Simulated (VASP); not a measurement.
A run of VASP 6.6.1:

Contents of POSCAR:

```
C
1.0
    2.1273203072     -1.2282824400      0.0000000000
    2.1273203072      1.2282824400      0.0000000000
   -1.3790696309      0.0000000000      3.5028300786
C
2
Direct
    0.1666444700      0.1666444700      0.9999069600
    0.8333555300      0.8333555300      0.0000930400
```

File INCAR.step1:

```
SYSTEM = C
PREC = Accurate ; ENCUT = 520
EDIFF = 1E-6 ; ISMEAR = -1
SIGMA = 0.05 ; LREAL = .False.
LASPH = .True. ; NELM = 80
ALGO = Normal ; ISIF = 2
LWAVE = .False. ; LCHARG = .True.
GGA = RE ; NBANDS = 11
```

File KPOINTS.step1:

```
regular mesh
0
Gamma
  13 13 8
  0 0 0
```

Contents of INCAR.step2:

```
SYSTEM = C
PREC = Accurate ; ENCUT = 520
EDIFF = 1E-6 ; ISMEAR = 0
SIGMA = 0.05 ; LREAL = .False.
LASPH = .True. ; NELM = 80
ALGO = Normal ; ISIF = 2
LWAVE = .False. ; LCHARG = .False.
GGA = RE ; NBANDS = 11
ICHARG = 11
```

Contents of KPOINTS.step2:

```
path GYFLI,I1ZF1,YX1,XGN,MG
15
line-mode
reciprocal
 0.0000000000  0.0000000000  0.0000000000  G
 0.5000000000  0.5000000000 -1.0000000000  Y

 0.5000000000  0.5000000000 -1.0000000000  Y
 0.4123194886  0.4123194886 -1.1190266490  F

 0.4123194886  0.4123194886 -1.1190266490  F
 0.5000000000  0.5000000000 -0.5000000000  L

 0.5000000000  0.5000000000 -0.5000000000  L
 0.6935932999  0.3064067001 -0.5000000000  I

 0.3064067001 -0.3064067001  0.5000000000  I1
 0.0000000000  0.0000000000  0.5000000000  Z

 0.0000000000  0.0000000000  0.5000000000  Z
 0.5876805114  0.5876805114  0.1190266490  F1

 0.5000000000  0.5000000000 -1.0000000000  Y
 0.6104897536  0.3895102464 -1.0000000000  X1

 0.3895102464 -0.3895102464  0.0000000000  X
 0.0000000000  0.0000000000  0.0000000000  G

 0.0000000000  0.0000000000  0.0000000000  G
 0.5000000000  0.0000000000 -0.5000000000  N

 0.5000000000  0.0000000000  0.0000000000  M
 0.0000000000  0.0000000000  0.0000000000  G
```

Potentials or basis: VASP PAW PBE potentials, release 64 (C).

Launch:

```sh
$ cat potpaw_PBE.64/C/POTCAR > POTCAR
$ cp INCAR.step1 INCAR
$ cp KPOINTS.step1 KPOINTS
$ mpirun -np 1 vasp_std > vasp.out
$ cp INCAR.step2 INCAR
$ cp KPOINTS.step2 KPOINTS
$ mpirun -np 1 vasp_std > vasp.out
```

Hardware: 1 thread of Intel(R) Xeon(R) 6975P-C (Granite Rapids), with other jobs on the host.

Question: Estimate the wall time of this run.

Answer: It took 28 s on 1 thread of Intel(R) Xeon(R) 6975P-C (Granite Rapids) (shared host), peak memory 0.16 GiB. Counts: scf iterations 6, k points 150.
